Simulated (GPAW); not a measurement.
## A GW chain in GPAW: KBr (Fm-3m)

Wanted: ground state, empty states, screening and self-energy for KBr (Fm-3m).

Program: GPAW 26.7.0. Level of theory: PBE and many-body steps on it, plane waves. Results are calculated unless marked as measured.

This is a report of a sequence of runs, with most program output left out.

## 1. Starting point

Symmetry: Fm-3m, No. 225, cubic system. The conventional cell has a = 6.600 Å, b = 6.600 Å, c = 6.600 Å, α = 90.00°, β = 90.00°, γ = 90.00°. Nearest to K lie 6 Br at 3.30 Å. Nearest to Br lie 6 K at 3.30 Å. Farther neighbours and most contacts between anions are not listed.

The cell and positions come from the Crystallography Open Database and are kept as given unless a step says otherwise.

## 2. Ground state

This step: GPAW 26.7.0; DFT, PBE, plane waves, PAW.

The ground-state density comes first.

Input file run.py:

```python
import json
import numpy as np
from gpaw.mpi import world
from ase import Atoms
from gpaw import GPAW, PW, FermiDirac

atoms = Atoms(['K', 'Br'],
    cell=[[0.0000000000, 3.3000000000, 3.3000000000],
      [3.3000000000, 0.0000000000, 3.3000000000],
      [3.3000000000, 3.3000000000, 0.0000000000]],
    scaled_positions=[[0.0000000000, 0.0000000000, 0.0000000000],
      [0.5000000000, 0.5000000000, 0.5000000000]],
    pbc=(True, True, True))
calc = GPAW(mode=PW(450),
    xc='PBE',
    kpts={'size': (6, 6, 6), 'gamma': True},
    occupations=FermiDirac(0.001),
    nbands=-7,
    convergence={'density': 1e-6, 'bands': -3},
    maxiter=100,
    txt='gs.txt')
atoms.calc = calc
res = {'energy': atoms.get_potential_energy()}
kpts = calc.get_ibz_k_points()
res['kpts'] = kpts
res['eigenvalues'] = [calc.get_eigenvalues(kpt=k) for k in range(len(kpts))]
res['n_electrons'] = calc.get_number_of_electrons()
calc.write('gs.gpw')

if world.rank == 0:
    with open('result.json', 'w') as f:
        json.dump(res, f, default=lambda x: x.tolist())
```

The run is started by

```console
$ mpirun -n 4 gpaw python run.py
```

It took 6.7 s on 4 MPI ranks of Intel Xeon Platinum 8375C at 2.90GHz (Ice Lake), shared host; peak memory 0.66 GiB; 26 s of CPU time.

This step gave:

```yaml
total_energy: -6.361 eV
gap: 4.442 eV
k_of_the_valence_top: 0, 0, 0
k_of_the_conduction_bottom: 0, 0, 0
least_direct_gap: 4.442 eV
```

The gap is direct, at Γ.

## 3. Empty states on the mesh, 4×4×4 mesh, 387 bands

The sums over transitions need many empty states on a uniform mesh; this step solves for them.

Input file run.py:

```python
import json
import numpy as np
from gpaw.mpi import world
from gpaw import GPAW

calc = GPAW('gs.gpw').fixed_density(kpts={'size': (4, 4, 4), 'gamma': True},
    parallel={'domain': 1, 'band': 1},
    txt='nscf.txt')
calc.diagonalize_full_hamiltonian(nbands=387)
calc.write('full.gpw', mode='all')
res = {}
kpts = calc.get_ibz_k_points()
res['kpts'] = kpts
res['eigenvalues'] = [calc.get_eigenvalues(kpt=k) for k in range(len(kpts))]
res['n_electrons'] = calc.get_number_of_electrons()

if world.rank == 0:
    with open('result.json', 'w') as f:
        json.dump(res, f, default=lambda x: x.tolist())
```

The run is started by

```console
$ mpirun -n 4 gpaw python run.py
```

Elapsed: 11 s, on 4 MPI ranks; peak memory 1.5 GiB; 43 s of CPU time.

This step gave:

```yaml
gap: 4.442 eV
k_of_the_valence_top: 0, 0, 0
k_of_the_conduction_bottom: 0, 0, 0
least_direct_gap: 4.442 eV
k_points_computed: 8
lowest_point_of_the_top_converged_band_above_the_valence_top: 169.8295 eV
```

On this mesh the gap is 4.442 eV.

## 4. Screening and self-energy, 4×4×4 mesh, 377 bands, screening to 175 eV

Now the one-shot GW correction: screening in the RPA, then the self-energy of the levels asked for.

This step: G0W0 on PBE, plane waves, PAW.

Input file run.py:

```python
import json
import numpy as np
from gpaw.mpi import world
from gpaw.response.g0w0 import G0W0

gw = G0W0('full.gpw',
    filename='gw',
    kpts=[0],
    bands=(6, 10),
    ecut=175,
    nbands=377,
    integrate_gamma='WS',
    ppa=True)
gw.calculate()
res = {mode: {k: v for k, v in r.items() if k != 'sigma_eskwn'}
       for mode, r in gw.all_results.items()}

if world.rank == 0:
    with open('result.json', 'w') as f:
        json.dump(res, f, default=lambda x: x.tolist())
```

The run is started by

```console
$ mpirun -n 4 gpaw python run.py
```

Wall time 2.8 min (4 MPI ranks); peak memory 1.5 GiB; 11 min of CPU time.

Numbers from this step:

| Item | Value |
| --- | --- |
| G0W0 gap on the points computed | 7.022 eV |
| least direct G0W0 gap on the computed points | 7.022 eV |
| Z at the valence top | 0.8233 |
| Z at the conduction bottom | 0.8723 |
| starting gap on the mesh | 4.442 eV |
| k of the valence top | 0, 0, 0 |
| k of the conduction bottom | 0, 0, 0 |

The gap on the mesh goes from 4.44 eV to 7.02 eV, a correction of +2.58 eV.

Limits: finite bands, cutoff and mesh; no spin-orbit coupling. v1 is the top filled band, c1 the lowest empty one. Levels before and after the correction, in eV, zero at the valence-band top of each column:

```csv
,conduction bottom,valence top
Kohn-Sham,4.44,0.00
G0W0,7.02,0.00
```

```csv
,level,energy (eV)
Kohn-Sham,Γ v2-v1,0.000
Kohn-Sham,Γ c1,4.442
Kohn-Sham,Γ c2,7.602
G0W0,Γ v2-v1,0.000
G0W0,Γ c1,7.022
G0W0,Γ c2,10.983
```

## 5. Where the time went

Times are wall times on 4 MPI ranks of Intel Xeon Platinum 8375C at 2.90GHz (Ice Lake), shared host, good to a factor of about two.

```csv
step,time,share,memory (GiB)
ground state,6.7 s,4 %,0.66
empty states on the mesh,11 s,6 %,1.5
screening and self-energy,2.8 min,91 %,1.5
```

## 6. Outcome

```
PBE gap              : 4.44 eV, direct
G0W0 gap on the mesh : 7.02 eV
GW settings          : 4×4×4 mesh, 377 bands, screening to 175 eV, Godby-Needs plasmon pole
known limits         : not at the basis limit; no spin-orbit coupling
```

G0W0 moves the gap on the mesh from 4.44 eV to 7.02 eV (+2.58 eV), with Z of 0.82 and 0.87 at the edges. Only 1 of the mesh's irreducible points was corrected, so a valley elsewhere could overtake. The dearest step here is «screening and self-energy». Bands and cutoff are finite, so the gap is not at the basis limit. The miss can reach some tenths of an eV and take either sign; the mesh is an error of its own. These stock PAW sets were not made for GW; the filled d or f shell of Br lies in the frozen core, which bears on start and correction. In the G0W0 run levels were corrected at 1 k point alone, so a gap called «on the mesh» is the least over those, and an edge elsewhere would be missed. The many-body steps are scalar-relativistic: spin-orbit coupling is not in them.

[Paths, hosts, dates, memory and timing lines, banners, echoed tables and standing remarks are left out of the program output.]

[Logs are printed without paths, hosts, clocks, repeated set-up lines and the standing remarks that a program may print on its own settings, such as how far it seeks lower states.]

[Runs of the session that timed out or met a known fault of the program may be left out.]

[Hosts, paths, dates, database ids (printed as entryN), source tags and the programs' standing remarks are cut or masked in the printed files.]
